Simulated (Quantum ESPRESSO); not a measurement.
## Gd in Quantum ESPRESSO: convergence with smearing width

Input of the first run (smearing width 0.5 eV); the others differ in this setting and in those tied to it:

The input pw.in:

```
&CONTROL
  calculation = 'scf'
  prefix = 'pwscf'
  outdir = './tmp'
  pseudo_dir = './pseudo'
  tprnfor = .true.
  tstress = .true.
  disk_io = 'nowf'
/
&SYSTEM
  ibrav = 0
  nat = 1
  ntyp = 1
  ecutwfc = 55
  ecutrho = 440
  nbnd = 18
  occupations = 'smearing'
  smearing = 'mp'
  degauss = 0.03674932
  nspin = 2
  starting_magnetization(1) = 0.3889
/
&ELECTRONS
  conv_thr = 2d-10
  electron_maxstep = 120
  mixing_beta = 0.3
/
ATOMIC_SPECIES
Gd   157.2500 Gd.paw.z_18.atompaw.wentzcovitch.v1.2.upf
CELL_PARAMETERS angstrom
  -2.0250000000    2.0250000000    2.0250000000
   2.0250000000   -2.0250000000    2.0250000000
   2.0250000000    2.0250000000   -2.0250000000
ATOMIC_POSITIONS crystal
Gd     0.0000000000    0.0000000000    0.0000000000
K_POINTS automatic
9 9 9 0 0 0
```

Potentials or basis: SSSP 1.3 efficiency PBE.

The run is started by

```sh
$ OMP_NUM_THREADS=1 pw.x -in pw.in > pw.out
```

This isn't the form of Gd at room conditions, which is hcp.

Hardware: 1 thread of Arm Neoverse V1, with other jobs on the host.

| smearing width | energy less the tightest run, at zero smearing (meV/atom) | pressure (GPa) | absolute moment (μB) | SCF cycles | CPU time (s) | peak memory (GiB) |
| --- | --- | --- | --- | --- | --- | --- |
| 0.5 eV | 36.02 | -0.56 | 7.60 | 26 | 130 | 0.39 |
| 0.3 eV | 0.76 | -0.78 | 7.65 | 23 | 130 | 0.39 |
| 0.2 eV | -3.74 | -0.54 | 7.65 | 23 | 120 | 0.39 |
| 0.136 eV | -0.47 | -0.17 | 7.61 | 18 | 88 | 0.39 |
| 0.1 eV | -0.16 | -0.14 | 7.61 | 19 | 98 | 0.39 |
| 0.05 eV | -0.03 | -0.23 | 7.60 | 22 | 120 | 0.39 |
| 0.025 eV | 0.00 | -0.22 | 7.58 | 20 | 110 | 0.39 |
| 0.01 eV | 0.00 | -0.23 | 7.57 | 23 | 120 | 0.39 |

Against the tightest run, the energy stays within 1 meV/atom from 0.136 eV on; the pressure stays within 0.1 GPa from 0.136 eV on; the absolute moment stays within 0.02 μB from 0.025 eV on. Narrower smearing needs a denser k mesh, so at a fixed mesh the narrowest width isn't the most accurate. The tightest run that finished is the yardstick and may itself not be fully converged.

 The state reached can hang on the start; a lower one may exist.
